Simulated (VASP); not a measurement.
I:

```xyz
4
Lattice="3.6350 -2.3950 0.0000 3.6350 2.3950 0.0000 0.0000 0.0000 9.7934" Properties=species:S:1:pos:R:3 pbc="T T T"
I     3.6350   -0.7152    3.7646
I     3.6350    1.6799    1.1321
I     3.6350    0.7152    6.0288
I     3.6350   -1.6799    8.6613
```

Base run:

```yaml
Program: VASP 6.6.1
Functional: PBE
Potentials_or_basis: VASP PAW PBE potentials, release 64 (I)
Cutoff: 520 eV
k_mesh: 8 × 8 × 4
Occupations: gaussian, width 0.02 eV
Spin: no spin polarisation
```

Its results: band gap on the k mesh 1.30 eV, indirect (least direct gap 1.41 eV); pressure 1.8 GPa; largest force 0.844 eV/Å.

**Question.** The run is repeated on the same cell with these changes: functional from PBE to LDA; potentials or basis from VASP PAW PBE potentials, release 64 (I) to VASP PAW LDA potentials, release 64 (I). What comes out?

**Answer.** Band gap on the k mesh 1.21 eV, indirect (least direct gap 1.31 eV); pressure -0.9 GPa; largest force 0.726 eV/Å.

Caveats: spin-orbit coupling is left out, which moves the levels of the heavy elements.

Not every run made on this cell is shown here.
